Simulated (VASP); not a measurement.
Wanted: the native input for a VASP 6.6.1 run.

```
Task                   : relaxation of cell and atoms
Functional             : PBE
Potentials or basis    : VASP PAW PBE potentials, release 64 (Hf_pv, N)
Cutoff                 : 520 eV
k mesh                 : 10 × 10 × 10
Occupations            : gaussian, width 0.1 eV
Spin                   : no spin polarisation
Further INCAR settings : ALGO = Normal; EDIFF = 1e-06; IBRION = 2; EDIFFG = -0.01; NSW = 90; ISIF = 3
```

The structure of HfN lies in POSCAR:

```
HfN
1.0
    0.0000000000      2.2560000000      2.2560000000
    2.2560000000      0.0000000000      2.2560000000
    2.2560000000      2.2560000000      0.0000000000
Hf N
1 1
Direct
    0.0000000000      0.0000000000      0.0000000000
    0.5000000000      0.5000000000      0.5000000000
```

These files were run (other wordings do the same):

INCAR

```
PREC = Accurate ; ENCUT = 520
EDIFF = 1E-6 ; ISMEAR = 0
SIGMA = 0.1 ; LREAL = F
LASPH = T ; NELM = 120
ALGO = Normal ; ISIF = 3
LWAVE = F ; LCHARG = F
GGA = PE ; IBRION = 2
NSW = 90 ; EDIFFG = -0.01
```

KPOINTS

```
Automatic mesh
0
Gamma
  10 10 10
```

Potentials or basis: VASP PAW PBE potentials, release 64 (Hf_pv, N).

Run with:

```console
$ cat potpaw_PBE.64/Hf_pv/POTCAR potpaw_PBE.64/N/POTCAR > POTCAR
$ mpirun -np 1 vasp_std > vasp.out
```

Results of the run:

| Item | Value |
| --- | --- |
| Relaxed volume | 11.66 Å³/atom |
| Relaxed cell | a = 3.207 Å, b = 3.207 Å, c = 3.207 Å, α = 60.00°, β = 60.00°, γ = 60.00° |
| Space group after relaxing (to 0.05 Å) | Fm-3m (No. 225) |
| Energy gained by relaxing | 2.2 meV/atom |
| Ionic steps | 3 |
| Pressure after relaxing | 0.0 GPa |
| Band gap on the k mesh | none (metal or under the smearing width) |

Run time: 8.5 s on 1 thread of Intel(R) Xeon(R) 6975P-C (Granite Rapids) (shared host), peak memory 0.15 GiB.
